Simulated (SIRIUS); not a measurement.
## SiO2 in SIRIUS: the effect of functional

The system is SiO2.

```
CELL_PARAMETERS angstrom
-2.62334 4.77675 4.44167
2.62334 -4.77675 4.44167
2.62334 4.77675 -4.44167
ATOMIC_POSITIONS crystal
Si 0.26034 0.84494 0.41540
Si 0.07045 0.15506 0.91540
Si 0.73966 0.15506 0.58460
Si 0.92955 0.84494 0.08460
O 0.50000 0.00000 0.50000
O 0.00000 0.00000 0.00000
O 0.79318 0.00000 0.29318
O 0.20682 0.50000 0.20682
O 0.20682 0.00000 0.70682
O 0.79318 0.50000 0.79318
O 0.86931 0.11931 0.75000
O 0.13069 0.88069 0.25000
```

The cell comes from a database or a generator and needn't be the stable form of this composition.

Alike in all runs:

- Program: SIRIUS 7.12.0
- Task: single point
- Potentials or basis: PseudoDojo 0.4.1 PBE standard (scalar relativistic)
- Cutoff: 1152 eV
- Density cutoff: 4606 eV
- k mesh: 3 × 3 × 3
- Occupations: fermi-dirac, width 0.05 eV
- Spin: no spin polarisation

Task: One run gave: gap on the mesh 5.54 eV; pressure 5.0 GPa; largest force 0.33 eV/Å. Which functional did it use?
A. PBEsol
B. LDA
C. AM05
D. BPBE
E. BLYP

Result: E.

```csv
functional,gap on the mesh (eV),pressure (GPa),largest force (eV/Å)
LDA,5.34,1.5,0.17
PBEsol,5.57,2.1,0.22
RPBE,5.52,3.8,0.30
revPBE,5.69,3.6,0.30
BLYP,5.54,5.0,0.33
PW91,5.46,3.0,0.25
AM05,5.73,2.3,0.22
B97-D,5.85,2.2,0.15
BPBE,5.93,3.1,0.26
```

Caveats: all runs use coarse meshes; the potentials were made for another functional, which shifts forces and pressure.

Runs at the PBE level aren't shown here.
